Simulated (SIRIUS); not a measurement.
Runs of SIRIUS 7.10.0 on Ir. The structure is cubic, space group Fm-3m (No. 225). The conventional cell has a = 3.831 Å, b = 3.831 Å, c = 3.831 Å, α = 90.00°, β = 90.00°, γ = 90.00°. Around Ir (site symmetry m-3m) lie 12 Ir at 2.71 Å. 

```csv
task,level,potentials or basis,cell,k mesh,cutoff (eV),libxc names,radial cutoff for the potentials' integrals,pseudo rcut,optimizer,fmax,gap on the mesh (eV),pressure (GPa),relaxed volume (Å³/atom)
single point,PBE,"in-house norm-conserving set, PBE (scalar relativistic)",as given,12 × 12 × 12,937,"["XC_GGA_X_PBE", "XC_GGA_C_PBE"]",6.5 bohr,6.5 bohr,-,-,none,11.3,-
single point,PBE,SSSP 1.3.0 PBE efficiency,as given,12 × 12 × 12,828,"["XC_GGA_X_PBE", "XC_GGA_C_PBE"]",-,-,-,-,none,10.5,-
relaxation of cell and atoms,RPBE,PseudoDojo 0.4.1 PBE standard (scalar relativistic),relaxed,8 × 8 × 8,937,"["XC_GGA_X_RPBE", "XC_GGA_C_PBE"]",6.5 bohr,6.5 bohr,BFGS,0.02 eV/Å,none,0.0,14.69
relaxation of cell and atoms,RPBE+D3(BJ),PseudoDojo 0.4.1 PBE standard (scalar relativistic),relaxed,8 × 8 × 8,937,"["XC_GGA_X_RPBE", "XC_GGA_C_PBE"]",6.5 bohr,6.5 bohr,BFGS,0.02 eV/Å,none,-0.1,(a)
relaxation of cell and atoms,RPBE+D3,PseudoDojo 0.4.1 PBE standard (scalar relativistic),relaxed,8 × 8 × 8,937,"["XC_GGA_X_RPBE", "XC_GGA_C_PBE"]",6.5 bohr,6.5 bohr,BFGS,0.02 eV/Å,none,0.0,14.19
single point,PBE,GBRV 1.5 PBE (ultrasoft),as given,12 × 12 × 12,557,"["XC_GGA_X_PBE", "XC_GGA_C_PBE"]",-,-,-,-,none,10.4,-
single point,PBE,SG15 1.2 PBE (norm-conserving),as given,12 × 12 × 12,1102,"["XC_GGA_X_PBE", "XC_GGA_C_PBE"]",6.5 bohr,6.5 bohr,-,-,none,10.5,-
single point,PBE,PseudoDojo 0.4 PBE stringent (scalar relativistic),as given,12 × 12 × 12,937,"["XC_GGA_X_PBE", "XC_GGA_C_PBE"]",6.5 bohr,6.5 bohr,-,-,none,10.4,-
relaxation of cell and atoms,RPBE+D4,PseudoDojo 0.4.1 PBE standard (scalar relativistic),relaxed,8 × 8 × 8,937,"["XC_GGA_X_RPBE", "XC_GGA_C_PBE"]",6.5 bohr,6.5 bohr,BFGS,0.02 eV/Å,none,0.0,(b)
```

Alike in all rows: no spin polarisation; smearing fermi-dirac 0.05 eV.

Q: Estimate the missing entries.

A: (a) 13.00; (b) 13.98.

Caveats: the potentials were made for another functional, which shifts forces and pressure (some runs); pairwise dispersion overbinds metals, which lowers pressure and volume (some runs).

A k mesh can miss the band edges, and the runs leave out spin-orbit coupling on Ir.

A gap of «none» marks a metal or a gap under the smearing width.

Not every run made on this cell is shown here.
